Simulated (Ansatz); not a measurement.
# BN (P6_3/mmc) in Ansatz: a series of runs

The runs below take BN through single point, with PBE.

All numbers are computed with Ansatz 0.2.0; they aren't measurements. Logs are shortened: lines on timing, memory, paths and dates and some standing lists are left out, and cuts for length are marked.

**1. The structure**

It takes space group P6_3/mmc (No. 194, hexagonal). The conventional cell has a = 2.498 Å, b = 2.498 Å, c = 6.636 Å, α = 90.00°, β = 90.00°, γ = 120.00°. N (site symmetry -6m2) has 3 B at 1.44 Å as nearest neighbours. B (site symmetry -6m2) has 3 N at 1.44 Å as nearest neighbours.

**2. Single point, PBE**

File input.yaml:

```yaml
crystal:
  lattice:
    - [2.49824, 0.0, 0.0]
    - [-1.24912, 2.1635393048, 0.0]
    - [0.0, 0.0, 6.6357]
  atoms:
    - { symbol: "N", position: [0.6666666667, 0.3333333333, 0.25] }
    - { symbol: "N", position: [0.3333333333, 0.6666666667, 0.75] }
    - { symbol: B, position: [0.6666666667, 0.3333333333, 0.75] }
    - { symbol: B, position: [0.3333333333, 0.6666666667, 0.25] }
hamiltonian:
  xc: pbe
  pseudopotentials: { kind: paw }
kpoints:
  mp_grid: { grid: [12, 12, 4] }
scf:
  occupations: { method: gaussian, width: 0.012 }
output:
  forces: true
  stress: true
  eigenvalues: true
```

Potentials or basis: Ansatz PAW.

Command:

```sh
$ ansatz run input.yaml --threads 2 --pin off --max-ram 5632MiB --backend cpu --events-out ev --progress --plain --runs-dir out
```

Log:

```text
Warning: RAYON_NUM_THREADS=2 ignored (pool sized by the plan → 2); use --threads N
Engine: ansatz 0.2.0, x86_64-unknown-linux-gnu
Pseudopotentials: kind: paw
Pseudopotential: N, paw, valence charge 5, recommended cutoff 420 eV (normal), N.paw.azcp
Pseudopotential: B, paw, valence charge 3, recommended cutoff 420 eV (normal), B.paw.azcp
Functional definition: PBE
  parameter kappa = 0.804
  parameter beta = 0.06672455060314922
  exchange = pbe_x(kappa = kappa, mu = beta*pi^2/3)
  correlation = pbe_c(beta = beta)
Crystal: 4 atoms, lattice volume = 35.866 Å³
Basis set: ecut = 420 eV, 689 PW (Γ), exchange–correlation on 36×36×90 points (8 copies of the dense FFT grid, shifted against one another)
Bands: 12, of which v1, the nominal top of the filled ones, is band 8 counted from 1 (7 counted from 0)
Symmetry: 24 space group operations
Space group: P63/mmc (ITA 194), of the structure as read, at distance tolerance 3.3e-5 Å
k-points: 57 of 576
Non-local potential: N, projectors of the file, l = 0: 2, l = 1: 2, l = 2: 1
Non-local potential: B, projectors of the file, l = 0: 2, l = 1: 2, l = 2: 1
PAW form: soft (Blöchl's): semilocal exchange-correlation on the pseudo side does not see the compensation charge
PAW one-centre angular grid: N, 110 points (default); XC on 64 Gauss nodes
PAW one-centre angular grid: B, 110 points (default); XC on 64 Gauss nodes
Initial density: superposition of atomic densities (neutral atoms: chi_scale 0, normalization atom), corrected by the library's trained network
Initial wavefunctions: pseudopotential atomic-orbital guess
Functional: x = pbe(κ = 0.804, μ = 0.2195149727645171), c = pbe(β = 0.06672455060314922)
SCF iter   1: F=—  HF=-1084.800437 eV  |F-HF|=—  |Δ(HF+E_count)|=         —  Δρ=1.47e-3  dr2=2.09e-4  ethr=1.77e-3  ⟨swp⟩=6.2  Hψ=4313  notcnv=0
preconditioner: auto → none  [insulator: Δε(μ)=4.289 eV  Ē_g=15.893 eV  σ=0.012 eV  W_gap=1.00  n_scr=4 (ndim 8)  ℏωp=24.8 eV  f_vac=0.022  D(μ)=0.00/eV (n_scr^D=0)  ε∞_Penn≈3.4]
SCF iter   2: F=—  HF=-1084.801478 eV  |F-HF|=—  |Δ(HF+E_count)|=   1.04e-3  Δρ=7.40e-4  dr2=4.18e-5  ethr=1.31e-6  ⟨swp⟩=2.2  Hψ=1788  notcnv=0
SCF iter   3: F=—  HF=-1084.801783 eV  |F-HF|=—  |Δ(HF+E_count)|=   3.05e-4  Δρ=3.29e-4  dr2=8.78e-6  ethr=2.61e-7  ⟨swp⟩=2.0  Hψ=1268  notcnv=0
iter 4 did not close the SCF: its close was put off for the readings that it lacked (scf_convergence_deferred on its scf_iter line)
SCF iter   4: F=-1084.801853 eV  HF=-1084.801853 eV  |F-HF|=3.46e-7  |Δ(HF+E_count)|=   7.04e-5  Δρ=2.37e-5  dr2=6.82e-8  ethr=5.49e-8  ⟨swp⟩=2.0  Hψ=1219  notcnv=0
iter 5 did not close the SCF: its close was put off for the readings that it lacked (scf_convergence_deferred on its scf_iter line)
SCF iter   5: F=-1084.801853 eV  HF=-1084.801853 eV  |F-HF|=5.94e-9  |Δ(HF+E_count)|=   3.78e-7  Δρ=4.60e-6  dr2=4.88e-9  ethr=4.26e-10  ⟨swp⟩=2.0  Hψ=1136  notcnv=0
SCF iter   6: F=-1084.801853 eV  HF=-1084.801853 eV  |F-HF|=1.96e-10  |Δ(HF+E_count)|=   8.28e-9  Δρ=6.08e-7  dr2=7.73e-11  ethr=3.05e-11  ⟨swp⟩=1.5  Hψ=2090  notcnv=0
SCF 1 converged in 6 iterations: F = -1084.801853 eV  dr2 = 7.73e-11
SCF converged after 6 iterations
Free energy (F): -1084.801853 eV
Harris-Foulkes:  -1084.801853 eV  (|F-HF|=1.96e-10)
Internal energy: -1084.801853 eV  (E = F + TS)
E sigma→0 (E₀):  -1084.801853 eV
Fermi energy:    6.940180 eV
--- Per-component energies (eV) ---
  E_band       = -37.450009
  E_kinetic    = 367.634158
  E_local      = -693.889877  (includes V_loc(G=0)·N_el)
  E_nonlocal   = 115.817588
  E_hartree    = 223.929406
  E_xc         = -184.631246
  E_vxc        = -229.080225  (∫ρ·V_xc dr)
  E_paw        = -413.730872  (= ΣΔE_a)
  E_vpaw       = -45.790782  (= ΣTr[D̂ρ^β])
  E_aug_tail   = 0.000198  (compensation charges beyond the density's cutoff)
  E_ewald      = -499.931209
  E_smearing   = -0.000000  (= −TS)
  E_closure    = -0.000000  (closes the sum)
  Σ components = -1084.801853   (vs F -1084.801853, Δ=0.00e0)
--- Forces (eV/Å), atoms counted from 1 ---
  atom   1  N     -0.00000000     0.00000000     0.00000000
  atom   2  N      0.00000000    -0.00000000    -0.00000000
  atom   3  B     -0.00000000     0.00000000     0.00000000
  atom   4  B      0.00000000    -0.00000000    -0.00000000
  max |Σ_I F_I| component: 7.40e-17 eV/Å
--- Stress (GPa, compression-positive) ---
        6.119355       0.000000       0.000000
       -0.000000       6.119355       0.000000
        0.000000       0.000000       2.984651
  P = ⅓ Tr σ = 5.0745 GPa (50.745 kbar)
--- Band table (eV; the first three rows and the last of 57) ---
  k-point 0: bands = ["-13.0436", "-12.7483", "-1.4564", "0.6704", "3.4723", "3.4723", "3.5094", "3.5094", "10.0608", "15.1420", "16.4271", "16.4271"]
  k-point 1: bands = ["-13.0025", "-12.7940", "-1.1968", "0.2862", "3.4778", "3.4778", "3.5036", "3.5036", "10.7627", "14.2440", "16.4450", "16.4450"]
  k-point 2: bands = ["-12.9007", "-12.9007", "-0.5146", "-0.5146", "3.4903", "3.4903", "3.4903", "3.4903", "12.4359", "12.4359", "16.4878", "16.4878"]
  k-point 56: bands = ["-9.2021", "-9.2021", "-3.1384", "-3.1384", "-2.3641", "-2.3641", "4.7929", "4.7929", "9.4565", "9.4565", "16.8378", "16.8378"]
```

Wall time 1.6 s (2 threads of Intel Xeon at 2.50GHz (Skylake/Cascade Lake), shared host); peak memory 0.32 GiB.

What came out:

* Free energy: -1084.8019 eV
* Pressure: 5.1 GPa
* Band gap on the k mesh: 4.29 eV, indirect (least direct gap 4.66 eV)

Levels at points of the mesh, in eV from the valence-band top:
```
             k point  band 6  band 7  band 8  band 9  band 10  band 11
  (0.00, 0.00, 0.00)   -1.32   -1.28   -1.28    5.27    10.35    11.63
 (0.00, 0.00, -0.50)   -1.30   -1.30   -1.30    7.64     7.64    11.69
 (0.00, -0.50, 0.00)   -4.09   -1.45   -0.43    4.29     5.67     9.60
(0.00, -0.50, -0.50)   -4.12   -0.92   -0.92    4.76     4.76    10.00
```

Caveat: the pressure holds a Pulay correction of +0.6 GPa for the finite cutoff; this functional lacks dispersion, which binds the layers, so the pressure and a relaxed spacing across them are unreliable. A k mesh can miss the band edges.

**3. Single point, PBE**

Changes to input.yaml since step 2:

```diff
@@ -16,3 +16,3 @@
 scf:
-  occupations: { method: gaussian, width: 0.012 }
+  occupations: { method: gaussian, width: 0.013 }
 output:
```

Potentials or basis: Ansatz PAW.

Command:

```sh
$ ansatz run input.yaml --threads 2 --pin off --max-ram 5632MiB --backend cpu --events-out ev --progress --plain --runs-dir out
```

Run time: 1.6 s. Hardware: 2 threads of Intel Xeon at 2.50GHz (Skylake/Cascade Lake), shared host; peak memory 0.33 GiB.

It converged, with:

- Free energy: -1084.8019 eV
- Pressure: 5.1 GPa
- Band gap on the k mesh: 4.29 eV, indirect (least direct gap 4.66 eV)

Stress tensor (GPa, compression positive):
```
6.12 0.00 0.00
0.00 6.12 0.00
0.00 0.00 2.98
```

Levels at points of the mesh, in eV from the valence-band top:
| k point | band 4 | band 5 | band 6 | band 7 | band 8 | band 9 | band 10 | band 11 | band 12 |
| --- | --- | --- | --- | --- | --- | --- | --- | --- | --- |
| (0.00, 0.00, 0.00) | -4.12 | -1.32 | -1.32 | -1.28 | -1.28 | 5.27 | 10.35 | 11.63 | 11.63 |
| (0.00, 0.00, -0.50) | -5.31 | -1.30 | -1.30 | -1.30 | -1.30 | 7.64 | 7.64 | 11.69 | 11.69 |
| (0.00, -0.50, 0.00) | -8.86 | -4.16 | -4.09 | -1.45 | -0.43 | 4.29 | 5.67 | 9.60 | 10.04 |
| (0.00, -0.50, -0.50) | -8.90 | -4.12 | -4.12 | -0.92 | -0.92 | 4.76 | 4.76 | 10.00 | 10.00 |

Caveat: the pressure holds a Pulay correction of +0.6 GPa for the finite cutoff; this functional lacks dispersion, which binds the layers, so the pressure and a relaxed spacing across them are unreliable. As with any semilocal functional, this PBE gap is likely too small.
